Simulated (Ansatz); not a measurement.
input.yaml (Ansatz)

```yaml
crystal:
  lattice:
    - [5.2544317443, 0.0, 0.0]
    - [-2.6272158722, 4.550471373, 0.0]
    - [0.0, 0.0, 3.3184456598]
  atoms:
    - { symbol: Sc, position: [0.0, 0.0, 0.0], spin: 1.0 }
    - { symbol: Sc, position: [0.3333333333, 0.6666666667, 0.5], spin: 1.0 }
    - { symbol: Sc, position: [0.6666666667, 0.3333333333, 0.5], spin: 1.0 }
hamiltonian:
  xc: pbe
  pseudopotentials:
    kind: paw
    azcp:
      Sc: "pseudopotentials/Sc.paw.azcp"
basis:
  ecutwfc: 420
  fft_grid_basis: typed
kpoints:
  mp_grid: { grid: [10, 10, 13], shift: [0, 0, 0] }
magnetization:
  spin_polarized: true
scf:
  occupations: { method: fermi_dirac, width: 0.05 }
output:
  stress: true
  write_density: true
  write_potential: true
  elf: true
  volumetric_format: npy
```

and its output:

```
Engine: ansatz 0.2.0, aarch64-unknown-linux-gnu
Pseudopotentials: kind: paw
Pseudopotential: Sc, paw, valence charge 11, recommended cutoff 420 eV (normal) 
Functional definition: PBE
  parameter kappa = 0.804
  parameter beta = 0.06672455060314922
  exchange = pbe_x(kappa = kappa, mu = beta*pi^2/3)
  correlation = pbe_c(beta = beta)
Crystal: 3 atoms, lattice volume = 79.345 Å³
Basis set: ecut = 420 eV, 1553 PW (Γ)
Bands: 22, of which v1, the nominal top of the filled ones, is band 17 counted from 1 (16 counted from 0)
Symmetry: 24 space group operations
Space group: P6/mmm (ITA 191), of the structure as read, at distance tolerance 4.3e-5 Å
Magnetic group: BNS 191.233 (UNI 1463), of the structure as read, at distance tolerance 4.3e-5 Å
k-points: 98 of 1300
Non-local potential: Sc, projectors of the file, l = 0: 3, l = 1: 2, l = 2: 3, l = 3: 1
PAW form: soft (Blöchl's): semilocal exchange-correlation on the pseudo side does not see the compensation charge
PAW one-centre angular grid: Sc, 590 points (default); XC on 64 Gauss nodes
Initial density: superposition of atomic densities (chi_scale 0.1, normalization cell)
Starting moments: Σ|m| = 3 μB on 3 of 3 sites
Initial wavefunctions: pseudopotential atomic-orbital guess
Functional: x = pbe(κ = 0.804, μ = 0.2195149727645171), c = pbe(β = 0.06672455060314922)
iter 1 solved again at ethr=1.98e-3 eV; its pass at ethr=3.10e-3 eV (dr2=6.54e-1 eV) is discarded
SCF iter   1: F=—  HF=-6407.649146 eV  |F-HF|=—  |Δ(HF+E_count)|=         —  Δρ=4.04e-2 (↑4.04e-2 ↓2.26e-2)  dr2=6.55e-1  dr2_m=6.78e-1  M=0.875 μB ∫|m|=0.875 μB  β_m=0.30  ethr=1.98e-3  ⟨swp⟩=1.0  Hψ=21069  notcnv=0
Mixer restart at iter 1: flushing history
spin=Collinear: Kerker preconditioning applied to the charge; magnetization (m = ρ↑ − ρ↓) channel mixes plain (no charge-response kernel on spin).
SCF iter   2: F=—  HF=-6407.381214 eV  |F-HF|=—  |Δ(HF+E_count)|=   2.68e-1  Δρ=2.86e-2 (↑2.86e-2 ↓1.73e-2)  dr2=3.34e-1  dr2_m=3.55e-1  M=0.795 μB ∫|m|=0.795 μB  β_m=0.65  ethr=1.98e-3  ⟨swp⟩=2.0  Hψ=5303  notcnv=0
SCF iter   3: F=—  HF=-6407.192696 eV  |F-HF|=—  |Δ(HF+E_count)|=   1.89e-1  Δρ=3.03e-3 (↑2.15e-3 ↓3.03e-3)  dr2=7.49e-3  dr2_m=2.63e-3  M=0.465 μB ∫|m|=0.465 μB  β_m=0.82  ethr=1.01e-3  ⟨swp⟩=3.1  Hψ=8474  notcnv=0
SCF iter   4: F=—  HF=-6407.202131 eV  |F-HF|=—  |Δ(HF+E_count)|=   9.44e-3  Δρ=6.63e-4 (↑6.63e-4 ↓6.41e-4)  dr2=3.48e-4  dr2_m=2.26e-4  M=0.318 μB ∫|m|=0.318 μB  β_m=0.91  ethr=2.27e-5  ⟨swp⟩=2.5  Hψ=8565  notcnv=0
SCF iter   5: F=—  HF=-6407.203170 eV  |F-HF|=—  |Δ(HF+E_count)|=   1.04e-3  Δρ=5.59e-4 (↑5.05e-4 ↓5.59e-4)  dr2=5.41e-5  dr2_m=1.99e-4  M=0.247 μB ∫|m|=0.247 μB  β_m=0.96  ethr=1.05e-6  ⟨swp⟩=2.2  Hψ=6922  notcnv=0
SCF iter   6: F=—  HF=-6407.203869 eV  |F-HF|=—  |Δ(HF+E_count)|=   6.99e-4  Δρ=3.93e-4 (↑3.93e-4 ↓3.47e-4)  dr2=1.32e-5  dr2_m=9.64e-5  M=0.163 μB ∫|m|=0.163 μB  β_m=0.98  ethr=1.64e-7  ⟨swp⟩=2.0  Hψ=7791  notcnv=0
SCF iter   7: F=—  HF=-6407.204215 eV  |F-HF|=—  |Δ(HF+E_count)|=   3.46e-4  Δρ=2.45e-4 (↑2.31e-4 ↓2.45e-4)  dr2=1.84e-5  dr2_m=3.77e-5  M=0.100 μB ∫|m|=0.100 μB  β_m=0.99  ethr=3.99e-8  ⟨swp⟩=2.3  Hψ=7870  notcnv=0
SCF iter   8: F=—  HF=-6407.204437 eV  |F-HF|=—  |Δ(HF+E_count)|=   2.21e-4  Δρ=5.45e-5 (↑3.71e-5 ↓5.45e-5)  dr2=2.74e-6  dr2_m=1.00e-6  M=0.010 μB ∫|m|=0.010 μB  β_m=0.99  ethr=3.99e-8  ⟨swp⟩=2.7  Hψ=8192  notcnv=0
SCF iter   9: F=—  HF=-6407.204441 eV  |F-HF|=—  |Δ(HF+E_count)|=   4.86e-6  Δρ=1.89e-5 (↑1.24e-5 ↓1.89e-5)  dr2=2.83e-7  dr2_m=1.45e-7  M=-0.003 μB ∫|m|=0.003 μB  β_m=1.00  ethr=8.31e-9  ⟨swp⟩=2.0  Hψ=7639  notcnv=0
SCF iter  10: F=—  HF=-6407.204442 eV  |F-HF|=—  |Δ(HF+E_count)|=   4.05e-7  Δρ=8.77e-6 (↑8.77e-6 ↓3.67e-6)  dr2=1.31e-7  dr2_m=1.99e-8  M=0.001 μB ∫|m|=0.001 μB  β_m=1.00  ethr=8.58e-10  ⟨swp⟩=2.0  Hψ=7203  notcnv=0
SCF iter  11: F=—  HF=-6407.204442 eV  |F-HF|=—  |Δ(HF+E_count)|=   9.19e-8  Δρ=3.93e-6 (↑3.93e-6 ↓2.78e-6)  dr2=4.17e-9  dr2_m=7.67e-9  M=0.001 μB ∫|m|=0.001 μB  β_m=1.00  ethr=3.98e-10  ⟨swp⟩=2.0  Hψ=5314  notcnv=0
SCF iter  12: F=—  HF=-6407.204442 eV  |F-HF|=—  |Δ(HF+E_count)|=   3.49e-8  Δρ=7.95e-7 (↑5.73e-7 ↓7.95e-7)  dr2=1.10e-9  dr2_m=2.26e-10  M=-0.000 μB ∫|m|=0.000 μB  β_m=1.00  ethr=1.26e-11  ⟨swp⟩=2.7  Hψ=8347  notcnv=0
SCF iter  13: F=-6407.204442 eV  HF=-6407.204442 eV  |F-HF|=2.55e-11  |Δ(HF+E_count)|=  8.29e-10  Δρ=1.84e-7 (↑1.74e-7 ↓1.84e-7)  dr2=3.15e-11  dr2_m=1.92e-11  M=-0.000 μB ∫|m|=0.000 μB  ethr=3.32e-12  ⟨swp⟩=3.3  Hψ=17354  notcnv=0
SCF 1 converged in 13 iterations: F = -6407.204442 eV  dr2 = 3.15e-11
WARN: the starting moments were not kept: the SCF closed with an absolute magnetisation of 2.5e-5 μB, where they sum to 3 μB in size (3 sites). That is at most 0.1 of that sum. Measured as dr2_m measures the in/out step, that magnetisation stands 3.9e-11 eV from none, at or under the dr2_threshold of 1.0e-7 eV: it is no larger than a step whose dr2_m would equal this threshold. The system may hold no moment; this SCF shows only that its start led to no more than that. To try another start: raise the starting moments (crystal.atoms[].spin, magnetization.per_species, magnetization.initial_magnetization, or on a non-collinear deck that types none of these the spinor_matrix: blocks that start its atoms; where the total moment is fixed, keep their sum and leave initial_magnetization as it is; typed ones take the place of any that the run laid by itself, positive ones on a crystal's lanthanoids without a Hubbard term where scf.initial_density.shell_occupations: [] is typed) or, if the notice of its spin-set hold's release reads "site moments contracting" or "site moments show no strong build", lengthen the hold (scf.mixing.spin_hold: { on: { confirm: 4 } }; for m-r²SCAN on two components see the key's manual first). Each may lead to a state that holds a moment. A second SCF, from the converged charge density, with the starting moments and any scf.initial_density.shell_occupations laid on it anew, would have followed, and was not run: the deck does not ask for one (magnetization.retry_lost_moments is false, the default). To let it run, set magnetization.retry_lost_moments: true and run the deck again, where that key's refused combinations let it; where memory then withholds it, that run's warning says so.
SCF converged after 13 iterations
Magnetization: -0.0000 μB (16.5000 up, 16.5000 down)
Absolute magnetization: 0.0000 μB (∫|ρ↑−ρ↓|, with the PAW one-centre terms)
Spin contamination: 0.0000 ħ² per cell (⟨S²⟩ above its minimum at these occupations)
Per-site moments (μB) at R_I (Å): [(1.992126014585576e-6, 1.3688588346675), (-5.329231632370298e-6, 1.251379627577087), (-5.3292316322901225e-6, 1.251379627577087)]
Free energy (F): -6407.204442 eV
Harris-Foulkes:  -6407.204442 eV  (|F-HF|=2.55e-11)
Internal energy: -6407.151326 eV  (E = F + TS)
E sigma→0 (E₀):  -6407.177884 eV
Entropy (-TS):   -0.053116 eV (-17.705 meV/atom)
Fermi energy:    8.429687 eV
--- Per-component energies (eV) ---
  E_band       = -537.400150
  E_kinetic    = 777.389049
  E_local      = -2625.413191  (includes V_loc(G=0)·N_el)
  E_nonlocal   = 249.071650
  E_hartree    = 896.801585
  E_xc         = -310.796044
  E_vxc        = -384.470669  (∫ρ·V_xc dr)
  E_paw        = -2866.062167  (= ΣΔE_a)
  E_vpaw       = -347.579946  (= ΣTr[D̂ρ^β])
  E_aug_tail   = 0.000029  (compensation charges beyond the density's cutoff)
  E_ewald      = -2528.142236
  E_smearing   = -0.053116  (= −TS)
  E_closure    = 0.000000  (closes the sum)
  Σ components = -6407.204442   (vs F -6407.204442, Δ=0.00e0)
--- Stress (GPa, compression-positive) ---
       -3.518708       0.000000       0.000000
       -0.000000      -3.518708       0.000000
        0.000000       0.000000      -3.774014
  P = ⅓ Tr σ = -3.6038 GPa (-36.038 kbar)
--- Band table (eV; the first three rows and the last of 196) ---
  k-point 0 ↑: bands = ["-41.1841", "-41.1401", "-41.0825", "-19.8822", "-19.8822", "-19.8195", "-19.8195", "-19.7038", "-19.6224", "-19.6191", "-19.5831", "-19.5831", "3.5053", "7.7712", "8.3826", "8.3826", "8.3864", "8.3864", "9.0814", "9.9433", "10.3271", "10.3271"]
  k-point 1 ↑: bands = ["-41.1826", "-41.1398", "-41.0817", "-19.8809", "-19.8809", "-19.8170", "-19.8170", "-19.7131", "-19.6318", "-19.6302", "-19.5838", "-19.5838", "3.5995", "7.8291", "8.3492", "8.3492", "8.3591", "8.3591", "9.2056", "10.0187", "10.2362", "10.2362"]
  k-point 2 ↑: bands = ["-41.1787", "-41.1387", "-41.0793", "-19.8775", "-19.8775", "-19.8098", "-19.8098", "-19.7388", "-19.6609", "-19.6577", "-19.5858", "-19.5858", "3.8768", "7.9702", "8.2442", "8.2442", "8.2944", "8.2944", "9.5699", "10.1186", "10.1186", "10.2432"]
  k-point 97 ↓: bands = ["-41.1564", "-41.1066", "-41.0979", "-19.9399", "-19.8653", "-19.8472", "-19.7674", "-19.7548", "-19.7359", "-19.7322", "-19.7059", "-19.5660", "7.0456", "7.5102", "7.8024", "8.0848", "8.1421", "8.1496", "9.4302", "9.7639", "9.9247", "10.0259"]
```
